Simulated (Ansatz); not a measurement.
Wanted: the native input for an Ansatz 0.2.0 run.

```
Task                  : relaxation of cell and atoms
Functional            : PBEsol
Potentials or basis   : Ansatz PAW
Cutoff                : 420 eV (not typed: the program's choice for these potentials)
k mesh                : 12 × 12 × 12
Occupations           : fermi-dirac, width 0.05 eV
Spin                  : collinear spin, ferromagnetic start
Starting moments      : [2.0] μB
Target pressure       : 5 GPa
Target pressure (GPa) : 5
```

V:

```xyz
1
Lattice="-1.5144 1.5144 1.5144 1.5144 -1.5144 1.5144 1.5144 1.5144 -1.5144" Properties=species:S:1:pos:R:3 pbc="T T T"
V     0.0000    0.0000    0.0000
```

One way to write it, as run:

input.yaml

```yaml
crystal:
  lattice:
    - [-1.51435, 1.51435, 1.51435]
    - [1.51435, -1.51435, 1.51435]
    - [1.51435, 1.51435, -1.51435]
  atoms:
    - { symbol: V, position: [0.0, 0.0, 0.0], spin: 2.0 }
hamiltonian:
  xc: pbesol
  pseudopotentials: { kind: paw }
magnetization:
  spin_polarized: true
kpoints:
  mp_grid: { grid: [12, 12, 12] }
scf:
  occupations: { method: fermi_dirac, width: 0.05 }
output:
  forces: true
  stress: true
  eigenvalues: true
relax:
  f_tol: 0.01
  max_steps: 40
  cell: { stress_tol: 0.05, p_target: 5.0 }
```

Potentials or basis: Ansatz PAW.

Launch:

```sh
$ ansatz run input.yaml --threads 2 --pin off --max-ram 5632MiB --backend cpu --events-out ev --progress --plain --runs-dir out
```

Results of the run:

```yaml
Relaxed_volume: 12.62 Å³/atom
Relaxed_cell: a = 2.540 Å, b = 2.540 Å, c = 2.540 Å, α = 109.47°, β = 109.47°, γ = 109.47°
Space_group_after_relaxing_to_0.05_Å: Im-3m (No. 229)
Energy_change_on_relaxing_the_enthalpy_is_what_falls: -32.8 meV/atom
Ionic_steps: 5
Pressure_after_relaxing: 5.0 GPa
Band_gap_on_the_k_mesh: none (metal or under the smearing width)
Net_moment: 0.00 μB per cell
Absolute_moment: 0.00 μB per cell
```

Caveat: the plane-wave basis is chosen anew once the cell has moved, so the energies of steps on either side of that aren't comparable; the PAW data sets come from PBE, with cores solved anew for the run's functional, which leaves a small shift of forces and pressure; the starting moments weren't kept.

It took 5.6 s on 2 threads of Arm Neoverse V2, with other jobs on the host, peak memory 0.28 GiB.
